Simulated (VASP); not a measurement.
# Ge (Fd-3m) in VASP: a series of runs

Runs on Ge. Level: PBEsol. Tasks: relaxation of cell and atoms.

All numbers are computed with VASP 6.6.1; they aren't measurements. Logs are shortened: lines on timing, memory, paths and dates and some standing lists are left out, and cuts for length are marked.

## (1) The crystal as given

Symmetry: Fd-3m, No. 227, cubic system. The conventional cell has a = 5.658 Å, b = 5.658 Å, c = 5.658 Å, α = 90.00°, β = 90.00°, γ = 90.00°. Ge (site symmetry -43m) has 4 Ge at 2.45 Å as nearest neighbours.

## (2) Relaxation of cell and atoms, PBEsol

Contents of INCAR:

```
PREC = Accurate
ENCUT = 600
EDIFF = 1E-6
ISMEAR = 0
SIGMA = 0.03
LREAL = F
LASPH = T
NELM = 80
ALGO = Normal
ISIF = 3
LWAVE = F
LCHARG = F
GGA = PS
IBRION = 2
NSW = 90
EDIFFG = -0.01
KPAR = 8
```

Contents of KPOINTS:

```
regular mesh
0
Gamma
  10 10 10
```

Contents of POSCAR:

```
Ge
1.0
    0.0000000000      2.8289100000      2.8289100000
    2.8289100000      0.0000000000      2.8289100000
    2.8289100000      2.8289100000      0.0000000000
Ge
2
Direct
    0.0000000000      0.0000000000      0.0000000000
    0.2500000000      0.2500000000      0.2500000000
```

Potentials or basis: VASP PAW PBE potentials, release 64 (Ge_d).

Started as:

```bash
cat potpaw_PBE.64/Ge_d/POTCAR > POTCAR
mpirun -np 8 vasp_std > vasp.out
```

OUTCAR:

```text
PREC = Accurate
   ENCUT = 600
   EDIFF = 1E-6
   ISMEAR = 0
   LREAL = F
   LASPH = T
   NELM = 80
   ISIF = 3
   GGA = PS
   IBRION = 2
   NSW = 90
   EDIFFG = -0.01

 ion  position               nearest neighbor table
   1  0.000  0.000  0.000-   2 2.45   2 2.45   2 2.45   2 2.45
   2  0.250  0.250  0.250-   1 2.45   1 2.45   1 2.45   1 2.45

  LATTYP: Found a face centered cubic cell.
 ALAT       =     5.6578200000

  Lattice vectors:

 A1 = (   0.0000000000,   2.8289100000,   2.8289100000)
 A2 = (   2.8289100000,   0.0000000000,   2.8289100000)
 A3 = (   2.8289100000,   2.8289100000,   0.0000000000)

Analysis of symmetry for initial positions (statically):
=====================================================================
 Subroutine PRICEL returns:
 Original cell was already a primitive cell.

 Routine SETGRP: Setting up the symmetry group for a
 face centered cubic supercell.

 Subroutine GETGRP returns: Found 48 space group operations
 (whereof 24 operations were pure point group operations)
 out of a pool of 48 trial point group operations.

The static configuration has the point symmetry T_d .
 The point group associated with its full space group is O_h .

Analysis of symmetry for dynamics (positions and initial velocities):
=====================================================================
 Subroutine PRICEL returns:
 Original cell was already a primitive cell.

 Routine SETGRP: Setting up the symmetry group for a
 face centered cubic supercell.

 Subroutine GETGRP returns: Found 48 space group operations
 (whereof 24 operations were pure point group operations)
 out of a pool of 48 trial point group operations.

The dynamic configuration has the point symmetry T_d .
 The point group associated with its full space group is O_h .

 Subroutine INISYM returns: Found 48 space group operations
 (whereof 24 operations are pure point group operations),
 and found     1 'primitive' translations

----------------------------------------------------------------------------------------

                                     Primitive cell

  volume of cell :      45.2780

  direct lattice vectors                    reciprocal lattice vectors
     0.000000000  2.828910000  2.828910000    -0.176746521  0.176746521  0.176746521
     2.828910000  0.000000000  2.828910000     0.176746521 -0.176746521  0.176746521
[... 91 lines left out ...]
   ISIF   =      3    stress and relaxation
   ISYM   =      2    0-nonsym 1-usesym 2-fastsym
   POTIM  = 0.5000    time-step for ionic-motion
   TEBEG  =    0.0;   TEEND  =   0.0 temperature during run
   PSTRESS=    0.0 pullay stress
   NELECT =      28.0000    total number of electrons
   NUPDOWN=      -1.0000    fix difference up-down
   EMIN   =  10.00;   EMAX   =-10.00  energy-range for DOS
   EFERMI =   0.00;   METHOD = LEGACY
   ISMEAR =     0;   SIGMA  =   0.03  broadening in eV -4-tet -1-fermi 0-gaus
   EFERMI_NEDOS =   21; number of points for ismear=-14 and -15
   IALGO  =     38    algorithm
   IMIX   =      4    mixing-type and parameters
     AMIX     =   0.40;   BMIX     =  1.00
     AMIX_MAG =   1.60;   BMIX_MAG =  1.00
  volume/ion in A,a.u.               =      22.64       152.78
  Fermi-wavevector in a.u.,A,eV,Ry     =   1.394756  2.635708 26.468033  1.945346
  Thomas-Fermi vector in A             =   2.518275
   LORBIT       =      0    0 simple, 1 ext, 2 COOP (PROOUT), +10 PAW based schemes
   GGA     = PS    functional components
   LHFCALC =     F    Hartree Fock is set to
   AEXX    =    0.0000 exact exchange contribution
   IVDW    =     0    specifies the selected vdW correction
   LEPSILON=     F    determine dielectric tensor
   LRPA    =     F    only Hartree local field effects (RPA)
 conjugate gradient relaxation of ions
 non-spin polarized calculation
 Gauss-broadening in eV      SIGMA  =   0.03
  energy-cutoff  :      600.00
  volume of cell :       45.28
 maximum number of plane-waves:      1524
   NGX = 15   NGY = 15   NGZ = 15

--------------------------------------- Ionic step        1  -------------------------------------------

 number of electron      28.0000013 magnetization

 Free energy of the ion-electron system (eV)
  ---------------------------------------------------
  ext. energy  EPLUGINS =         0.00000000
  ---------------------------------------------------
  free energy    TOTEN  =        -9.87066962 eV

  energy without entropy =       -9.87061613  energy(sigma->0) =       -9.87064288

------------------------ aborting loop because EDIFF is reached ----------------------------------------

  FORCE on cell =-STRESS in cart. coord.  units (eV):
  Direction    XX          YY          ZZ          XY          YZ          ZX
  --------------------------------------------------------------------------------------
  -------------------------------------------------------------------------------------
  Total        0.1665325      0.1665325      0.1665325      0.0000000      0.0000000      0.0000000
  in kB        5.8928070      5.8928070      5.8928070      0.0000000      0.0000000      0.0000000
  external PRESSURE =       5.8928070 kB  Pullay stress =       0.0000000 kB
[... 59 lines left out ...]
--------------------------------------- Ionic step        3  -------------------------------------------

 number of electron      28.0000020 magnetization

 Free energy of the ion-electron system (eV)
  ---------------------------------------------------
  ext. energy  EPLUGINS =         0.00000000
  ---------------------------------------------------
  free energy    TOTEN  =        -9.87141132 eV

  energy without entropy =       -9.87136502  energy(sigma->0) =       -9.87138817

 E-fermi :   4.7821     XC(G=0): -10.0845

 val. band max:        4.7729685581   @ k =   0.0000   0.0000   0.0000
 cond. band min:       4.8675786682   @ k =   0.5000   0.0000   0.0000
 fundamental gap:      0.0946101101
 Fermi energy:         4.7821017385

 k-point     1 :       0.0000    0.0000    0.0000
  band No.  band energies     occupation
      1     -19.9771      2.00000
      2     -19.9771      2.00000
      3     -19.9771      2.00000
      4     -19.9412      2.00000
      5     -19.9412      2.00000
      6     -19.7340      2.00000
[... 481 lines left out ...]
      5     -19.8593      2.00000
      6     -19.8363      2.00000
[... 10 lines left out ...]
     17      11.3745      0.00000
     18      11.9375      0.00000

 [... further k-points ...]
[... 5 lines left out ...]
  --------------------------------------------------------------------------------------
  -------------------------------------------------------------------------------------
  Total       -0.0070967     -0.0070967     -0.0070967      0.0000000      0.0000000      0.0000000
  in kB       -0.2488171     -0.2488171     -0.2488171      0.0000000      0.0000000      0.0000000
  external PRESSURE =      -0.2488171 kB  Pullay stress =       0.0000000 kB
[... 17 lines left out ...]
  FREE ENERGIE OF THE ION-ELECTRON SYSTEM (eV)
  ---------------------------------------------------
  free  energy   TOTEN  =        -9.8714113216 eV

  energy  without entropy=       -9.8713650204  energy(sigma->0) =       -9.87138817

 reached required accuracy - stopping structural energy minimisation
```

It took 10 s on 8 MPI ranks of AMD EPYC 9R45 (Zen 5), shared host; peak memory 0.2 GiB.

What came out:

* Free energy: -9.8714 eV
* Relaxed volume: 22.85 Å³/atom
* Relaxed cell: a = 4.013 Å, b = 4.013 Å, c = 4.013 Å, α = 60.00°, β = 60.00°, γ = 60.00°
* Space group after relaxing (to 0.05 Å): Fd-3m (No. 227)
* Energy gained by relaxing: 0.4 meV/atom
* Ionic steps: 3
* Pressure after relaxing: 0.0 GPa
* Band gap on the k mesh: none (metal or under the smearing width)

Step by step:
```tsv
step	energy change (eV)	largest force (eV/Å)	pressure (GPa)	volume (Å³)
1	0.0000	0.0000	0.59	45.28
2	-0.0006	0.0000	-0.10	45.83
3	-0.0007	0.0000	-0.02	45.70
```

Final structure:
```
Ge
1.0
     0.00000    2.83760    2.83760
     2.83760    0.00000    2.83760
     2.83760    2.83760    0.00000
Ge
2
Direct
  0.00000 0.00000 0.00000
  0.25000 0.25000 0.25000
```

Levels at points of the mesh, in eV from the Fermi level:
```csv
k point,band 10,band 11,band 12,band 13,band 14,band 15,band 16,band 17,band 18
"(0.00, 0.00, 0.00)",-24.50,-12.74,-0.10,-0.01,-0.01,-0.01,2.52,2.52,2.52
"(0.50, 0.00, 0.00)",-24.48,-10.66,-7.59,-1.40,-1.40,0.09,3.70,3.70,6.95
"(0.50, 0.50, 0.00)",-24.46,-8.88,-8.88,-3.07,-3.07,0.67,0.67,9.41,9.41
```

Caveat: the PAW data sets were made with another functional, which shifts forces and pressure a little; this crystal is a semiconductor, whose small gap the functional closes, so the metal is an error of the method.

(Continued in part 2 of 2.)
